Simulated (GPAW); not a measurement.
Input of a GPAW 26.7.0 run:

Contents of run.py:

```python
from ase import Atoms
from ase.dft.bandgap import bandgap
from ase.io import write
from ase.units import Bohr, GPa
from gpaw import GPAW, PW
from gpaw.elf import elf_from_dft_calculation

atoms = Atoms(['S', 'S', 'Mo'],
              cell=[[1.5855, 0.9153888518, 6.1149966667],
                    [-1.5855, 0.9153888518, 6.1149966667],
                    [0.0, -1.8307777036, 6.1149966667]],
              scaled_positions=[[0.25, 0.2500000001, 0.25],
                                [0.75, 0.7499999999, 0.75],
                                [0.0, 0.0, 0.0]],
              pbc=True)

calc = GPAW(mode=PW(600),
            xc='PBE',
            kpts={'size': (10, 10, 10), 'gamma': True},
            occupations={'name': 'methfessel-paxton', 'order': 0, 'width': 0.1},
            nbands=25,
            convergence={'density': 1e-05, 'energy': 1e-05},
            maxiter=150,
            txt='gpaw.txt')
atoms.calc = calc
energy = atoms.get_potential_energy()
forces = atoms.get_forces()
stress = atoms.get_stress()
calc.write('gs.gpw')
write('result.traj', atoms)
print(f'Energy: {energy:.6f} eV')
print('Forces (eV/A):')
print(forces.round(4))
print('Stress (GPa):', (stress / GPa).round(3))
print('Fermi level:', round(calc.get_fermi_level(), 4), 'eV')
print(f'Gap: {bandgap(calc)[0]:.4f} eV, direct: {bandgap(calc, direct=True)[0]:.4f} eV')

# fields on the real-space grid
write('density.cube', atoms, data=calc.get_pseudo_density() * Bohr**3)
write('potential.cube', atoms, data=calc.get_electrostatic_potential())
write('elf.cube', atoms, data=elf_from_dft_calculation(calc).data)
```

Potentials or basis: GPAW PAW data sets (gpaw-data 1.2.1), pw.

Command:

```bash
$ OMP_NUM_THREADS=1 python run.py
```

**Question.** What does it give for the pressure?

**Answer.** 7.8 GPa.

**Question.** Estimate the band gap on the k mesh.

**Answer.** None (metal or under the smearing width).

**Question.** Predict the largest force.

**Answer.** 1.009 eV/Å.

Forces on the atoms (eV/Å):
```
S    0.000  0.000 -1.009
S    0.000  0.000  1.009
Mo   0.000  0.000  0.000
```

Caveat: the cell's inner coordinates are idealised or old, which leaves forces on the atoms; the program warned that so skewed a cell can give wrong results.
